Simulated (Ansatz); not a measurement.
**Does SrTiO3 in I4/mcm form from SrO and TiO2?**

Plane-wave DFT in Ansatz with scalar-relativistic PAW potentials, cutoff 420 eV, Γ-centred meshes chosen by cell and gap, Gaussian smearing with energies taken to zero width. Every cell was relaxed (cell and atoms) in a run of its own, within the symmetry of its start. Functional: PBEsol.

The ternary relaxed to I4/mcm, 10 atoms in the computed cell, a = 5.487 Å, c = 7.809 Å; sites (symmetry × multiplicity) Sr -42m × 4, Ti 4/m.. × 4, O 422 × 4 + m.2m × 8.

Total energies hold large constants for each element; a whole number of eV per atom of each element is taken off below, which cancels in a balanced reaction.

| compound | lowest structure computed | structures tried | V (Å³/atom) | gap on mesh (eV) | E (eV per formula unit, common shift removed) |
| --- | --- | --- | --- | --- | --- |
| SrTiO3 | I4/mcm | 2 | 11.76 | 1.97 | -17.2502 |
| SrO | Fm-3m | 2 | 16.80 | 3.20 | -6.1156 |
| TiO2 | I4_1/amd | 5 | 11.31 | 2.15 | -9.8667 |

Balance the reaction and work out its energy at 0 K.

The balance is SrO + TiO2 → SrTiO3. ΔE = -1.268 eV per formula unit, -254 meV/atom, and the volume changes by -13.0 %. The ternary lies below these binaries, so it can form from them; whether it is stable also hangs on other ternaries and on other oxidation states, which this balance leaves out. Against the elements it is bound by 3.26 eV/atom, 13 times the size of this reaction energy: most of the binding is already in the binaries, and stability is decided by the small rest. A lower form of a binary that wasn't tried would raise the value, and a lower form of the ternary would lower it.